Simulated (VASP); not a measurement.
# ZnS (P6_3mc) in VASP: a series of runs, part 2 of 2

VASP 6.6.1. Earlier steps stand in the parts before.

### 3 Single point, r2SCAN+D4

This run uses another cell than the first one, of 19.99 Å³/atom.

Input file POSCAR:

```
ZnS
1.0
    3.8362391461      0.0000000000      0.0000000000
   -1.9181195731      3.3222805555      0.0000000000
    0.0000000000      0.0000000000      6.2752859714
Zn S
2 2
Direct
    0.6666666667      0.3333333333      0.5000000000
    0.3333333333      0.6666666667      0.0000000000
    0.6666666667      0.3333333333      0.8850000000
    0.3333333333      0.6666666667      0.3850000000
```

Input file INCAR.step1:

```
SYSTEM = ZnS
ALGO = Normal
EDIFF = 1E-4
ENCUT = 520
GGA = PE
ISMEAR = -1
LASPH = .TRUE.
LCHARG = .FALSE.
LREAL = .FALSE.
LWAVE = .TRUE.
NBANDS = 26
NELM = 100
PREC = Accurate
SIGMA = 0.05
```

Input file INCAR.step2:

```
SYSTEM = ZnS
ALGO = Normal
EDIFF = 1E-6
ENCUT = 520
ISIF = 2
ISMEAR = -1
ISTART = 1
IVDW = 13
LASPH = .TRUE.
LCHARG = .TRUE.
LELF = .TRUE.
LMIXTAU = .TRUE.
LREAL = .FALSE.
LVHAR = .TRUE.
LWAVE = .FALSE.
METAGGA = R2SCAN
NBANDS = 26
NELM = 100
PREC = Accurate
SIGMA = 0.05
VDW_A1 = 0.51559235
VDW_A2 = 5.77342911
VDW_S6 = 1.0
VDW_S8 = 0.6018749
```

Input file KPOINTS:

```
k-points
0
G
  8 8 5
  0 0 0
```

Potentials or basis: VASP PAW PBE potentials, release 64 (Zn, S).

The run is started by

```
$ cat potpaw_PBE.64/Zn/POTCAR potpaw_PBE.64/S/POTCAR > POTCAR
$ cp INCAR.step1 INCAR
$ mpirun -np 1 vasp_std > vasp.out
$ cp INCAR.step2 INCAR
$ mpirun -np 1 vasp_std > vasp.out
```

OUTCAR:

```text
SYSTEM = ZnS
   EDIFF = 1E-6
   ENCUT = 520
   ISIF = 2
   ISMEAR = -1
   ISTART = 1
   IVDW = 13
   LASPH = .TRUE.
   LREAL = .FALSE.
   METAGGA = R2SCAN
   NELM = 100
   PREC = Accurate

 ion  position               nearest neighbor table
   1  0.667  0.333  0.500-   4 2.33   4 2.33   4 2.33   3 2.42
   2  0.333  0.667  0.000-   3 2.33   3 2.33   3 2.33   4 2.42
   3  0.667  0.333  0.885-   2 2.33   2 2.33   2 2.33   1 2.42
   4  0.333  0.667  0.385-   1 2.33   1 2.33   1 2.33   2 2.42

  LATTYP: Found a hexagonal cell.
 ALAT       =     3.8362391461
 C/A-ratio  =     1.6357911310

  Lattice vectors:

 A1 = (   3.8362391461,   0.0000000000,   0.0000000000)
 A2 = (  -1.9181195731,   3.3222805555,   0.0000000000)
 A3 = (   0.0000000000,   0.0000000000,   6.2752859714)

Analysis of symmetry for initial positions (statically):
=====================================================================
 Subroutine PRICEL returns:
 Original cell was already a primitive cell.

 Routine SETGRP: Setting up the symmetry group for a
 hexagonal supercell.

 Subroutine GETGRP returns: Found 12 space group operations
 (whereof  6 operations were pure point group operations)
 out of a pool of 24 trial point group operations.

The static configuration has the point symmetry C_3v.
 The point group associated with its full space group is C_6v.

Analysis of symmetry for dynamics (positions and initial velocities):
=====================================================================
 Subroutine PRICEL returns:
 Original cell was already a primitive cell.

 Routine SETGRP: Setting up the symmetry group for a
 hexagonal supercell.

 Subroutine GETGRP returns: Found 12 space group operations
 (whereof  6 operations were pure point group operations)
 out of a pool of 24 trial point group operations.

The dynamic configuration has the point symmetry C_3v.
 The point group associated with its full space group is C_6v.

 Subroutine INISYM returns: Found 12 space group operations
 (whereof  6 operations are pure point group operations),
 and found     1 'primitive' translations

----------------------------------------------------------------------------------------

                                     Primitive cell

  volume of cell :      79.9789

  direct lattice vectors                    reciprocal lattice vectors
     3.836239146  0.000000000  0.000000000     0.260671966  0.150499030  0.000000000
    -1.918119573  3.322280555  0.000000000     0.000000000  0.300998059  0.000000000
     0.000000000  0.000000000  6.275285971     0.000000000  0.000000000  0.159355287

  length of vectors
     3.836239146  3.836239146  6.275285971     0.300998059  0.300998059  0.159355287

  position of ions in fractional coordinates (direct lattice)
     0.666666667  0.333333333  0.500000000
     0.333333333  0.666666667  0.000000000
     0.666666667  0.333333333  0.885000000
     0.333333333  0.666666667  0.385000000

  ion indices of the primitive-cell ions
   primitive index   ion index
                 1           1
                 2           2
                 3           3
                 4           4

----------------------------------------------------------------------------------------

[... 21 lines left out ...]

 Found     30 irreducible k-points:

 Following reciprocal coordinates:
            Coordinates               Weight
  0.000000  0.000000  0.000000      1.000000
  0.125000 -0.000000  0.000000      6.000000
  0.250000 -0.000000  0.000000      6.000000
  0.375000  0.000000  0.000000      6.000000
  0.500000 -0.000000  0.000000      3.000000
  0.125000  0.125000  0.000000      6.000000
[... 16 lines left out ...]
  0.250000 -0.000000  0.400000     12.000000
  0.375000  0.000000  0.400000     12.000000
 [... further k-points ...]
   k-points           NKPTS =     30   k-points in BZ     NKDIM =     30   number of bands    NBANDS=     26
   number of dos      NEDOS =    301   number of ions     NIONS =      4
   total plane-waves  NPLWV =  43200
   dimension x,y,z NGX =    30 NGY =   30 NGZ =   48
   dimension x,y,z NGXF=    60 NGYF=   60 NGZF=   96
   ions per type =               2   2
   NGX,Y,Z   is equivalent  to a cutoff of  13.00, 13.00, 12.72 a.u.
   NGXF,Y,Z  is equivalent  to a cutoff of  26.00, 26.00, 25.43 a.u.
 SYSTEM =  ZnS
   PREC   = accura    normal or accurate (medium, high low for compatibility)
   ISTART =      1    job   : 0-new  1-cont  2-samecut
   ICHARG =      0    charge: 1-file 2-atom 10-const
   ISPIN  =      1    spin polarized calculation?
   LNONCOLLINEAR =      F non collinear calculations
   LSORBIT =      F    spin-orbit coupling
   LASPH  =      T    aspherical Exc in radial PAW
   ENCUT  =  520.0 eV  38.22 Ry    6.18 a.u.   7.13  7.13 11.67*2*pi/ulx,y,z
   NELM   =    100;   NELMIN=  2; NELMDL=  0     # of ELM steps
   EDIFF  = 0.1E-05   stopping-criterion for ELM
   LREAL  =      F    real-space projection
   EDIFFG = 0.1E-04   stopping-criterion for IOM
   NSW    =      0    number of steps for IOM
   IBRION =     -1    ionic relax: 0-MD 1-quasi-New 2-CG
   NFREE  =      0    steps in history (QN), initial steepest desc. (CG)
   ISIF   =      2    stress and relaxation
   ISYM   =      2    0-nonsym 1-usesym 2-fastsym
   POTIM  = 0.5000    time-step for ionic-motion
   TEBEG  =    0.0;   TEEND  =   0.0 temperature during run
   PSTRESS=    0.0 pullay stress
   NELECT =      36.0000    total number of electrons
   NUPDOWN=      -1.0000    fix difference up-down
   EMIN   =  10.00;   EMAX   =-10.00  energy-range for DOS
   EFERMI =   0.00;   METHOD = LEGACY
   ISMEAR =    -1;   SIGMA  =   0.05  broadening in eV -4-tet -1-fermi 0-gaus
   EFERMI_NEDOS =   21; number of points for ismear=-14 and -15
   IALGO  =     38    algorithm
   IMIX   =      4    mixing-type and parameters
     AMIX     =   0.40;   BMIX     =  1.00
     AMIX_MAG =   1.60;   BMIX_MAG =  1.00
  volume/ion in A,a.u.               =      19.99       134.93
  Fermi-wavevector in a.u.,A,eV,Ry     =   1.254634  2.370915 21.417030  1.574107
  Thomas-Fermi vector in A             =   2.388430
   LORBIT       =      0    0 simple, 1 ext, 2 COOP (PROOUT), +10 PAW based schemes
   METAGGA = R2SCAN    functional components
   LHFCALC =     F    Hartree Fock is set to
   AEXX    =    0.0000 exact exchange contribution
   IVDW    =    13    specifies the selected vdW correction
   LEPSILON=     F    determine dielectric tensor
   LRPA    =     F    only Hartree local field effects (RPA)
 non-spin polarized calculation
  energy-cutoff  :      520.00
  volume of cell :       79.98
 maximum number of plane-waves:      2180
 NGX is ok and might be reduce to    30
   NGX = 15   NGY = 15   NGZ = 23

 number of electron      36.0000015 magnetization

 Free energy of the ion-electron system (eV)
  ---------------------------------------------------
  ext. energy  EPLUGINS =         0.00000000
  ---------------------------------------------------
  free energy    TOTEN  =       -37.69573114 eV

  energy without entropy =      -37.69573114  energy(sigma->0) =      -37.69573114

 E-fermi :   2.6830     XC(G=0): -10.2069

 val. band max:        1.7055535467   @ k =   0.0000   0.0000   0.0000
 cond. band min:       4.4317428279   @ k =   0.0000   0.0000   0.0000
 fundamental gap:      2.7261892812
 Fermi energy:         2.6830062041

 k-point     1 :       0.0000    0.0000    0.0000
  band No.  band energies     occupation
      1     -11.8846      2.00000
      2     -10.9799      2.00000
      3      -4.7491      2.00000
      4      -4.7490      2.00000
      5      -4.6811      2.00000
      6      -4.6809      2.00000
[... 685 lines left out ...]
     25      11.3124      0.00000
     26      11.6827      0.00000

 [... further k-points ...]

------------------------ aborting loop because EDIFF is reached ----------------------------------------

  DFT-D4 for vdW energy calculation

  Edisp (eV):   -0.45447

  FORCE on cell =-STRESS in cart. coord.  units (eV):
  Direction    XX          YY          ZZ          XY          YZ          ZX
  --------------------------------------------------------------------------------------
  -------------------------------------------------------------------------------------
  Total      -0.80584    -0.80584    -1.61337     0.00000     0.00000     0.00000
  in kB     -16.14295   -16.14295   -32.31980     0.00000     0.00000     0.00000
  external pressure =      -21.54 kB  Pullay stress =        0.00 kB

 VOLUME and BASIS-vectors are now :
 -----------------------------------------------------------------------------
  energy-cutoff  :      520.00
  volume of cell :       79.98
      direct lattice vectors                 reciprocal lattice vectors
     3.836239146  0.000000000  0.000000000     0.260671966  0.150499030  0.000000000
    -1.918119573  3.322280555  0.000000000     0.000000000  0.300998059  0.000000000
     0.000000000  0.000000000  6.275285971     0.000000000  0.000000000  0.159355287

 POSITION                                       TOTAL-FORCE (eV/Angst)
 -----------------------------------------------------------------------------------
      1.91812      1.10743      3.13764        -0.000000      0.000000      0.285996
     -0.00000      2.21485      0.00000         0.000000     -0.000000      0.285996
      1.91812      1.10743      5.55363         0.000000      0.000000     -0.285996
     -0.00000      2.21485      2.41599         0.000000     -0.000000     -0.285996
 -----------------------------------------------------------------------------------
    total drift:                               -0.000000      0.000000     -0.032285

  FREE ENERGIE OF THE ION-ELECTRON SYSTEM (eV)
  ---------------------------------------------------
  free  energy   TOTEN  =       -38.1502046230 eV

  energy  without entropy=      -38.1502046229  energy(sigma->0) =      -38.15020462
```

Wall time 3.2 min (1 thread of Intel Xeon Platinum 8259CL at 2.50GHz (Skylake/Cascade Lake), shared host); peak memory 0.23 GiB.

What came out:

- Free energy: -38.1502 eV
- Pressure: -2.2 GPa
- Largest force: 0.286 eV/Å
- Band gap on the k mesh: 2.73 eV
- Dispersion energy per atom: -0.114 eV

Forces on the atoms (eV/Å):
```
Zn   0.000  0.000  0.286
Zn   0.000  0.000  0.286
S    0.000  0.000 -0.286
S    0.000  0.000 -0.286
```

Levels at points of the mesh, in eV from the valence-band top:
```tsv
k point	band 16	band 17	band 18	band 19	band 20	band 21
(0.00, 0.00, 0.00)	-0.01	-0.01	0.00	2.73	3.46	6.80
(0.50, 0.00, 0.00)	-2.24	-1.53	-0.98	4.01	4.73	5.54
```

Caveat: the PAW data sets were made with another functional, which shifts forces and pressure a little.

### 4 Single point, r2SCAN+D4

This run uses another cell than the first one, of 20.39 Å³/atom.

Input file POSCAR:

```
ZnS
1.0
    3.8611504880      0.0000000000      0.0000000000
   -1.9305752440      3.3438544104      0.0000000000
    0.0000000000      0.0000000000      6.3160357234
Zn S
2 2
Direct
    0.6666666667      0.3333333333      0.5000000000
    0.3333333333      0.6666666667      0.0000000000
    0.6666666667      0.3333333333      0.8850000000
    0.3333333333      0.6666666667      0.3850000000
```

Input file INCAR.step1:

```
ALGO = Normal ; EDIFF = 1E-4
ENCUT = 520 ; GGA = PE
ISMEAR = -1 ; LASPH = T
LCHARG = F ; LREAL = F
LWAVE = T ; NBANDS = 26
NELM = 80 ; PREC = Accurate
SIGMA = 0.05
```

Input file INCAR.step2:

```
ALGO = Normal ; EDIFF = 1E-6
ENCUT = 520 ; ISIF = 2
ISMEAR = -1 ; ISTART = 1
IVDW = 13 ; LASPH = T
LCHARG = F ; LMIXTAU = T
LREAL = F ; LWAVE = F
METAGGA = R2SCAN ; NBANDS = 26
NELM = 80 ; PREC = Accurate
SIGMA = 0.05 ; VDW_A1 = 0.51559235
VDW_A2 = 5.77342911 ; VDW_S6 = 1.0
VDW_S8 = 0.6018749
```

Input file KPOINTS:

```
k-points
0
Gamma
  8 8 5
```

The run is started by

```
$ cat potpaw_PBE.64/Zn/POTCAR potpaw_PBE.64/S/POTCAR > POTCAR
$ cp INCAR.step1 INCAR
$ mpirun -np 1 vasp_std > vasp.out
$ cp INCAR.step2 INCAR
$ mpirun -np 1 vasp_std > vasp.out
```

Run time: 3.5 min. Hardware: 1 thread of Intel Xeon Platinum 8259CL at 2.50GHz (Skylake/Cascade Lake), shared host; peak memory 0.23 GiB.

The run converged. Its results:

* Free energy: -38.1218 eV
* Pressure: -3.5 GPa
* Largest force: 0.261 eV/Å
* Band gap on the k mesh: 2.63 eV
* Dispersion energy per atom: -0.112 eV

Forces in eV/Å, atoms in the order of the input:
```
Zn   0.000  0.000  0.261
Zn   0.000  0.000  0.261
S    0.000  0.000 -0.261
S    0.000  0.000 -0.261
```

Stress tensor (GPa, compression positive):
```
-3.06  0.00  0.00
 0.00 -3.06  0.00
 0.00  0.00 -4.42
```

Levels at points of the mesh, in eV from the valence-band top:
```csv
k point,band 16,band 17,band 18,band 19,band 20,band 21
"(0.00, 0.00, 0.00)",-0.02,-0.02,0.00,2.63,3.42,6.81
"(0.50, 0.00, 0.00)",-2.18,-1.48,-0.95,4.02,4.67,5.55
```

Caveat: the cell stands under tension; the PAW data sets were made with another functional, which shifts forces and pressure a little. r2SCAN opens gaps a little over a GGA but as a rule still falls short of measured ones.

### 5 Single point, r2SCAN+D4

This run uses another cell than the first one, of 20.78 Å³/atom.

Input file POSCAR:

```
ZnS
1.0
    3.8857444663      0.0000000000      0.0000000000
   -1.9428722331      3.3651534204      0.0000000000
    0.0000000000      0.0000000000      6.3562663350
Zn S
2 2
Direct
    0.6666666667      0.3333333333      0.5000000000
    0.3333333333      0.6666666667      0.0000000000
    0.6666666667      0.3333333333      0.8850000000
    0.3333333333      0.6666666667      0.3850000000
```

Input file INCAR.step1:

```
SYSTEM = ZnS
ALGO = Normal
EDIFF = 1E-4
ENCUT = 520
GGA = PE
ISMEAR = -1
LASPH = .TRUE.
LCHARG = .FALSE.
LREAL = .FALSE.
LWAVE = .TRUE.
NBANDS = 26
NELM = 80
PREC = Accurate
SIGMA = 0.05
```

Input file INCAR.step2:

```
SYSTEM = ZnS
ALGO = Normal
EDIFF = 1E-6
ENCUT = 520
ISIF = 2
ISMEAR = -1
ISTART = 1
IVDW = 13
LASPH = .TRUE.
LCHARG = .FALSE.
LMIXTAU = .TRUE.
LREAL = .FALSE.
LWAVE = .FALSE.
METAGGA = R2SCAN
NBANDS = 26
NELM = 80
PREC = Accurate
SIGMA = 0.05
VDW_A1 = 0.51559235
VDW_A2 = 5.77342911
VDW_S6 = 1.0
VDW_S8 = 0.6018749
```

Input file KPOINTS:

```
k-points
0
G
  8 8 5
  0 0 0
```

The run is started by

```
$ cat potpaw_PBE.64/Zn/POTCAR potpaw_PBE.64/S/POTCAR > POTCAR
$ cp INCAR.step1 INCAR
$ mpirun -np 1 vasp_std > vasp.out
$ cp INCAR.step2 INCAR
$ mpirun -np 1 vasp_std > vasp.out
```

Run time: 3.6 min. Hardware: 1 thread of Intel Xeon Platinum 8259CL at 2.50GHz (Skylake/Cascade Lake), shared host; peak memory 0.23 GiB.

Results (log left out):

```
Free energy                : -38.0810 eV
Pressure                   : -4.7 GPa
Largest force              : 0.240 eV/Å
Band gap on the k mesh     : 2.54 eV
Dispersion energy per atom : -0.110 eV
```

Forces in eV/Å, atoms in the order of the input:
```
Zn   0.000  0.000  0.240
Zn   0.000  0.000  0.240
S    0.000  0.000 -0.240
S    0.000  0.000 -0.240
```

Stress tensor (GPa, compression positive):
```
-4.35  0.00  0.00
 0.00 -4.35  0.00
 0.00  0.00 -5.46
```

Levels at points of the mesh, in eV from the valence-band top:
| k point | band 14 | band 15 | band 16 | band 17 | band 18 | band 19 | band 20 | band 21 | band 22 | band 23 |
| --- | --- | --- | --- | --- | --- | --- | --- | --- | --- | --- |
| (0.00, 0.00, 0.00) | -0.81 | -0.81 | -0.02 | -0.02 | 0.00 | 2.54 | 3.38 | 6.82 | 6.82 | 7.13 |
| (0.50, 0.00, 0.00) | -4.04 | -2.96 | -2.11 | -1.44 | -0.93 | 4.02 | 4.61 | 5.56 | 7.62 | 7.74 |

Caveat: the cell stands under tension; the PAW data sets were made with another functional, which shifts forces and pressure a little.

### 6 Overview

```tsv
cell	gap on the mesh (eV)	pressure (GPa)	largest force (eV/Å)
a = 3.811, b = 3.811, c = 6.234 Å, angles 90.0, 90.0, 120.0°, 4 atoms	2.83	-0.7	0.32
a = 3.836, b = 3.836, c = 6.275 Å, angles 90.0, 90.0, 120.0°, 4 atoms	2.73	-2.2	0.29
a = 3.861, b = 3.861, c = 6.316 Å, angles 90.0, 90.0, 120.0°, 4 atoms	2.63	-3.5	0.26
a = 3.886, b = 3.886, c = 6.356 Å, angles 90.0, 90.0, 120.0°, 4 atoms	2.54	-4.7	0.24
```

Alike in all rows: task single point; level r2SCAN+D4; potentials or basis VASP PAW PBE potentials, release 64 (Zn, S); no spin polarisation; k mesh 8 × 8 × 5; cutoff (eV) 520; smearing fermi-dirac 0.05 eV.

Caveats: the PAW data sets were made with another functional, which shifts forces and pressure a little; the cell stands under tension (at least some runs).

Absolute energies hang on the potentials; compare differences alone.

### 7 Comparison with measurements

Step 2. Against the measured gap of ZnS, 3.911 eV (direct; 4 K; a printed reference work, monograph), the calculated 2.83 eV is off by -1.08 eV. The value is that of r2SCAN+D4, without temperature or zero-point motion.
